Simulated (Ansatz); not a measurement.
# Ti2O (P-3m1) in Ansatz: further runs

The runs below take Ti2O through density of states, with BLYP+D3(BJ).

Program: Ansatz 0.2.0. These are calculated values, not measurements. Logs are shortened: lines on timing, memory, paths and dates and some standing lists are left out, and cuts for length are marked.

## (1) The undisturbed crystal

Symmetry: P-3m1, No. 164, trigonal system. The conventional cell has a = 2.919 Å, b = 2.919 Å, c = 4.713 Å, α = 90.00°, β = 90.00°, γ = 120.00°. Ti (site symmetry 3m) has 3 O at 2.14 Å as nearest neighbours. O (site symmetry -3m) has 6 Ti at 2.14 Å as nearest neighbours.

## (2) Density of states, BLYP+D3(BJ) (volume scaled by 0.8)

The input, run.py:

```python
import json

import ase.io
import numpy as np

import ansatz as az

atoms = ase.io.read("Ti2O.cif")
atoms.info.pop("occupancy", None)

calculation = (
    az.Crystal.from_ase(atoms)
    .calculation()
    .kpoints(11, 11, 6)
    .functional("blyp", dispersion="d3bj")
    .pseudopotentials(kind="nc", source="spms")
    .scf(extra_bands=7)
    .occupations(method="fermi_dirac", width=0.01)
    .density_of_states(energy_step=0.05, projected=False, nscf_kmesh=(17, 17, 9))
    .forces()
    .stress()
    .band_table(publish=True)
)
outcome = calculation.run(threads=2, events_out="events.jsonl")

report = outcome.report
for line in open("events.jsonl"):
    event = json.loads(line)
    if event["event"] == "scf_iter":
        d = event["data"]
        print(f"SCF {d['iter']:3d}  HF = {d['harris_foulkes_ev']:.6f} eV  dr2 = {d['dr2_ev']:.2e} eV")
    elif event["event"] in ("relax_step", "md_step"):
        d = event["data"]
        print(f"{event['event']} {d['step']:3d}  E = {d['lagrangian_ev']:.6f} eV")
np.set_printoptions(precision=5, suppress=True, linewidth=110)
print("converged:", report["converged"], "after", report["n_iterations"], "iterations")
print(f"free energy {report['free_energy_ev']:.6f} eV, Fermi level {report['fermi_energy_ev']:.4f} eV")
for key in ("band_edges_ev", "magnetization_mub", "site_moments_mub", "site_moments_nc_mub", "forces_ev_ang",
                "stress_gpa"):
    if report.get(key) is not None:
        print(key, np.array(report[key]), sep="\n")
```

The input, Ti2O.cif:

```cif
data_Ti2O
_cell_length_a 2.71013089
_cell_length_b 2.71013089
_cell_length_c 4.37516163
_cell_angle_alpha 90.00000000
_cell_angle_beta 90.00000000
_cell_angle_gamma 120.00000000
_space_group_name_H-M_alt 'P-3m1'
_space_group_name_Hall '-P 3 2"'
_space_group_IT_number 164
loop_
_space_group_symop_operation_xyz
'x,y,z'
'-x,-y,-z'
'-y,x-y,z'
'y,-x+y,-z'
'-x+y,-x,z'
'x-y,x,-z'
'y,x,-z'
'-y,-x,z'
'x-y,-y,-z'
'-x+y,y,z'
'-x,-x+y,-z'
'x,x-y,z'
loop_
_atom_site_label
_atom_site_type_symbol
_atom_site_symmetry_multiplicity
_atom_site_Wyckoff_symbol
_atom_site_fract_x
_atom_site_fract_y
_atom_site_fract_z
_atom_site_occupancy
Ti1 Ti 2 d 0.3333333333 0.6666666667 0.7212600000 1
O1 O 1 a 0.0000000000 0.0000000000 0.0000000000 1
```

Potentials or basis: SPMS NC.

Started as:

```
$ python run.py
```

The log of the run:

```text
DeckWarning: basis.ecutwfc = 1034.032677347544 eV, auto-derived from the records' recommended cutoffs: set by O (normal level)
PlacementWarning: RAYON_NUM_THREADS=2 ignored (pool sized by the plan → 2); use plan(threads=…)
SCF   1  HF = -3647.310552 eV  dr2 = 1.91e+01 eV
SCF   2  HF = -3647.757783 eV  dr2 = 1.75e+01 eV
SCF   3  HF = -3643.234363 eV  dr2 = 3.21e-01 eV
SCF   4  HF = -3643.257020 eV  dr2 = 3.29e-01 eV
SCF   5  HF = -3643.189716 eV  dr2 = 3.59e-02 eV
SCF   6  HF = -3643.181744 eV  dr2 = 2.30e-03 eV
SCF   7  HF = -3643.181336 eV  dr2 = 2.58e-05 eV
SCF   8  HF = -3643.181338 eV  dr2 = 3.82e-06 eV
SCF   9  HF = -3643.181337 eV  dr2 = 3.30e-07 eV
SCF  10  HF = -3643.181337 eV  dr2 = 1.57e-09 eV
converged: True after 10 iterations
free energy -3643.181337 eV, Fermi level 21.3293 eV
magnetization_mub
0.0
forces_ev_ang
[[-0.      -0.       0.45318]
 [ 0.       0.      -0.45318]
 [-0.       0.      -0.     ]]
stress_gpa
[[70.52552 -0.       0.     ]
 [-0.      70.52552 -0.     ]
 [ 0.      -0.      83.2897 ]]
```

dos.tsv:

```text
# E-E_F[eV]	g_bin_mean(E)[states/eV]	N(E)
# format = ansatz-dos/2
# fermi_ev = 21.354059
# fermi_mp_grid = 17 17 9
# fermi_mp_shift = 0 0 0
# nscf_kmesh_grid = 17 17 9
# nscf_kmesh_shift = 0 0 0
# tetrahedron_fermi_ev = 21.380554
# g_bin_mean(E): the states in a bin one row spacing wide, centred on E, divided by that spacing. States that the method places at a single energy (under output.dos.method: tetrahedron, those of a tetrahedron whose four corners have one energy) are counted whole in the row whose bin holds that energy (on the edge of two bins, in the lower row). The sum of g_bin_mean over a run of rows, times the row spacing, is the number of states from half a spacing under the first of them to half a spacing over the last (a plain sum, not the trapezoid rule).
-57.544740	0.000000e0	0.000000e0
-57.494740	0.000000e0	0.000000e0
-57.444740	0.000000e0	0.000000e0
-57.394740	0.000000e0	0.000000e0
-57.344740	0.000000e0	0.000000e0
-57.294740	0.000000e0	0.000000e0
[... 1277 lines left out ...]
6.605260	0.000000e0	4.400000e1
6.655260	0.000000e0	4.400000e1
```

engine_input.yaml:

```text
crystal:
  lattice:
    - [2.71013089, 0.0, 0.0]
    - [-1.3550654449999993, 2.34704219832093, 0.0]
    - [0.0, 0.0, 4.37516163]
  atoms:
    - { symbol: Ti, position: [0.3333333333, 0.6666666667, 0.72126] }
    - { symbol: Ti, position: [0.6666666667000001, 0.33333333330000003, 0.27874] }
    - { symbol: O, position: [0.0, 0.0, 0.0] }
kpoints:
  mp_grid:
    grid: [11, 11, 6]
hamiltonian:
  xc: blyp
  dispersion: d3bj
  pseudopotentials:
    kind: nc
    source: spms
scf:
  n_extra_bands: 7
  occupations:
    method: fermi_dirac
    width: 0.01
output:
  dos:
    de: 0.05
    projected: false
    nscf_kmesh:
      grid: [17, 17, 9]
  forces: true
  stress: true
  eigenvalues: true
```

Wall time 6.1 s (2 threads of Intel Xeon 6975P-C (Granite Rapids), shared host); peak memory 0.66 GiB.

What came out:

```
Free energy                          : -3643.1813 eV
Pressure                             : 74.8 GPa
Largest force                        : 0.453 eV/Å
Band gap on the k mesh               : none (metal or under the smearing width)
Density of states at the Fermi level : 0.66 states/eV per cell
```

Forces in eV/Å, atoms in the order of the input:
```
Ti   0.000  0.000  0.453
Ti   0.000  0.000 -0.453
O    0.000  0.000  0.000
```

States per cell in windows of 1 eV (zero at the Fermi level; states under -8 eV left out):
```
from (eV)  total
     -8.0   2.21
     -7.0   0.10
     -6.0   0.00
     -5.0   0.00
     -4.0   0.27
     -3.0   1.61
     -2.0   2.30
     -1.0   1.81
      0.0   1.32
      1.0   2.99
      2.0   2.81
      3.0   3.34
      4.0   2.58
      5.0   0.95
      6.0   0.00
      7.0   0.00
```

Caveat: the potentials were made for another functional, which shifts forces and pressure; semilocal functionals often make such compounds metallic where correlation or magnetic order opens a gap, which also shifts bond lengths; pairwise dispersion overbinds metals, which lowers pressure and volume.

## (3) Density of states, BLYP+D3(BJ) (volume scaled by 0.8)

The input, input.yaml:

```yaml
crystal:
  lattice:
    - [2.71013089, 0.0, 0.0]
    - [-1.355065445, 2.3470421983, 0.0]
    - [0.0, 0.0, 4.37516163]
  atoms:
    - { symbol: Ti, position: [0.3333333333, 0.6666666667, 0.72126] }
    - { symbol: Ti, position: [0.6666666667, 0.3333333333, 0.27874] }
    - { symbol: O, position: [0.0, 0.0, 0.0] }
hamiltonian:
  xc: blyp
  pseudopotentials: { kind: nc, source: spms }
  dispersion: d3bj
kpoints:
  mp_grid: { grid: [11, 11, 6] }
scf:
  occupations: { method: fermi_dirac, width: 0.01 }
  n_extra_bands: 7
output:
  forces: true
  stress: true
  eigenvalues: true
  dos: { projected: false, de: 0.05, nscf_kmesh: { grid: [17, 17, 9] } }
```

Potentials or basis: SPMS NC.

Started as:

```
$ ansatz run input.yaml --threads 2 --pin off --max-ram 5120MiB --backend cpu --events-out ev --progress --plain --runs-dir out
```

Run time: 5.5 s. Hardware: 2 threads of Intel Xeon 6975P-C (Granite Rapids), shared host; peak memory 0.57 GiB.

The run converged. Its results:

* Free energy: -3643.1813 eV
* Pressure: 74.8 GPa
* Largest force: 0.453 eV/Å
* Band gap on the k mesh: none (metal or under the smearing width)
* Density of states at the Fermi level: 0.66 states/eV per cell

Forces in eV/Å, atoms in the order of the input:
```
Ti   0.000  0.000  0.453
Ti   0.000  0.000 -0.453
O    0.000  0.000  0.000
```

Stress tensor (GPa, compression positive):
```
70.53  0.00  0.00
 0.00 70.53  0.00
 0.00  0.00 83.29
```

Levels at points of the mesh, in eV from the Fermi level:
```
            k point  band 11  band 12  band 13  band 14  band 15  band 16  band 17  band 18  band 19  band 20
 (0.00, 0.00, 0.00)    -6.82    -6.82    -3.02    -0.54     0.46     0.50     0.50     1.16     1.16     1.70
(0.00, 0.00, -0.50)    -6.97    -6.97    -2.52    -0.88     0.01     0.01     1.85     2.62     2.62     3.07
```

States per cell in windows of 0.5 eV (zero at the Fermi level; states under -8 eV left out):
| from (eV) | total |
| --- | --- |
| -8.0 | 1.05 |
| -7.5 | 1.16 |
| -7.0 | 0.10 |
| -6.5 | 0.00 |
| -6.0 | 0.00 |
| -5.5 | 0.00 |
| -5.0 | 0.00 |
| -4.5 | 0.00 |
| -4.0 | 0.04 |
| -3.5 | 0.23 |
| -3.0 | 0.65 |
| -2.5 | 0.96 |
| -2.0 | 1.29 |
| -1.5 | 1.01 |
| -1.0 | 1.23 |
| -0.5 | 0.58 |
| 0.0 | 0.46 |
| 0.5 | 0.86 |
| 1.0 | 1.30 |
| 1.5 | 1.68 |
| 2.0 | 1.45 |
| 2.5 | 1.36 |
| 3.0 | 1.47 |
| 3.5 | 1.88 |
| 4.0 | 1.80 |
| 4.5 | 0.78 |
| 5.0 | 0.72 |
| 5.5 | 0.23 |
| 6.0 | 0.00 |
| 6.5 | 0.00 |
| 7.0 | 0.00 |
| 7.5 | 0.00 |

Caveat: the potentials were made for another functional, which shifts forces and pressure; semilocal functionals often make such compounds metallic where correlation or magnetic order opens a gap, which also shifts bond lengths; pairwise dispersion overbinds metals, which lowers pressure and volume.
